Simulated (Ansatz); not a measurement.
Al, a known structure type with other elements, at an estimated volume

```
CELL_PARAMETERS angstrom
-1.54459 1.54459 1.54459
1.54459 -1.54459 1.54459
1.54459 1.54459 -1.54459
ATOMIC_POSITIONS crystal
Al 0.00000 0.00000 0.00000
```

Method: r2SCAN, no spin polarisation; PAW, plane waves to 500 eV, 15×15×15 Γ-centred mesh, fermi-dirac occupations (width 0.0494 eV) (Ansatz 0.2.0), atoms fixed.

**Question.** Is there a gap?

**Answer.** It is a metal, with about 0.36 states/eV a cell as the mean within 0.25 eV of the Fermi level, mostly Al p (63 %) and Al s (31 %).

**Question.** Is the cell too large or too small?

**Answer.** The pressure is 9.6 GPa (compression positive), so with the atoms held at these fractions the cell would first expand.

Origin: a known structure type with other elements, at an estimated volume, so it need not be a known compound.
